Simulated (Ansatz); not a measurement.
# Ge in Ansatz: the effect of functional

Crystal: Ge.

```
CELL_PARAMETERS angstrom
1.39715 -2.60052 0.00000
1.39715 2.60052 0.00000
0.00000 0.00000 2.69823
ATOMIC_POSITIONS crystal
Ge 0.50000 0.50000 0.00000
```

This isn't the form of Ge at room conditions, which is diamond.

Alike in all runs:

* Program: Ansatz 0.2.0
* Task: projected density of states
* Potentials or basis: Ansatz PAW
* k mesh: 6 × 6 × 6
* Occupations: fermi-dirac, width 0.05 eV
* Spin: no spin polarisation

```tsv
functional	cutoff	pressure (GPa)
LDA	420 eV (not typed: the program's choice for these potentials)	?
PBEsol	420 eV (not typed: the program's choice for these potentials)	-4.1
r2SCAN	500 eV (not typed: the program's choice for these potentials)	-2.9
HSE06	420 eV (not typed: the program's choice for these potentials)	-3.1
PBE0	420 eV (not typed: the program's choice for these potentials)	-3.3
r2SCAN0	500 eV (not typed: the program's choice for these potentials)	-4.4
```

Problem. What does the run with functional LDA give?

Solution. Pressure -5.7 GPa.

Caveats: all runs use coarse meshes; the PAW data sets come from PBE, with cores solved anew for the run's functional, which leaves a small shift of forces and pressure; the density of states is complete only up to the lowest level of the last band computed; the thresholds are loose for stress (some runs).
